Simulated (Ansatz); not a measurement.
# Au: stationary points along a deformation path

Method: Ansatz 0.2.0, DFT PBEsol, scalar-relativistic, plane waves, PAW. The runs took a 420 eV cutoff, a Γ-centred 26×26×14 mesh and Gaussian smearing (0.15 eV). Spin–orbit coupling is left out, which can shift energies with elements as heavy as these. No spin polarisation. Energies are free energies at this smearing, counted from the undisturbed cell; pressure is positive in compression.

The starting cell (relaxed at this level; this form isn't the usual structure):

```yaml
crystal:
  lattice:
    - [1.41002, -2.51700, 0.00000]
    - [1.41002, 2.51700, 0.00000]
    - [0.00000, 0.00000, 4.80068]
  atoms:
    - { symbol: Au, position: [0.66386, 0.33614, 0.25000] }
    - { symbol: Au, position: [0.33614, 0.66386, 0.75000] }
```

At fixed volume and fractional coordinates, lengths along (0.000, 0.000, 1.000) are scaled against those across it; ρ is that ratio over its starting value. V = 17.038 Å³/atom. Δσ is the stress along the axis less the mean stress across it (compression positive).

```csv
ρ,ΔE (meV/atom),Δσ (GPa),space group
0.800,141.9,16.14,Cmcm
0.850,79.3,12.92,Cmcm
0.920,21.8,7.34,Cmcm
0.960,5.0,3.67,Cmcm
1.000,0.0,-0.27,Cmcm
1.050,9.6,-5.29,Cmcm
1.100,35.9,-10.94,Cmcm
1.200,141.2,-23.12,Cmcm
1.300,302.4,-33.70,Cmcm
```

Q: How does the stress give the slope of the energy, and where is the energy stationary?

A: Along the path d ln(length) is 2/3 d ln ρ on the axis and −1/3 d ln ρ across it, so dE/d ln ρ = −(2/3) V Δσ: the energy falls with ρ where Δσ is positive. Δσ vanishes or changes sign between ρ = 0.960 and 1.000, a minimum (near 1.00 by linear interpolation). Pairs of stationary points between two samples would go unseen, and could change a minimum read from distant neighbours into a maximum.

Q: Integrate that slope from ρ = 1 to 1.200 by the trapezoid rule.

A: With V/N in Å³ and 1 eV/Å³ = 160.2 GPa the slopes at ρ = 1.000, 1.050, 1.100, 1.200 are 19, 375, 776, 1639 meV/atom per unit of ln ρ. The steps add 9.6 + 26.8 + 105.1 = 141.4 meV/atom, against 141.2 from the energies; the trapezoid rule misses the curvature of the slope within each step.

Forces appear on the atoms along this scan, and letting them relax would lower the energy and soften the response. In a metal these slopes depend on the k mesh and the smearing.

Cost: 9 runs of about 4.1 core-minutes in all, on Intel Xeon 6975P-C (Granite Rapids) (shared hosts).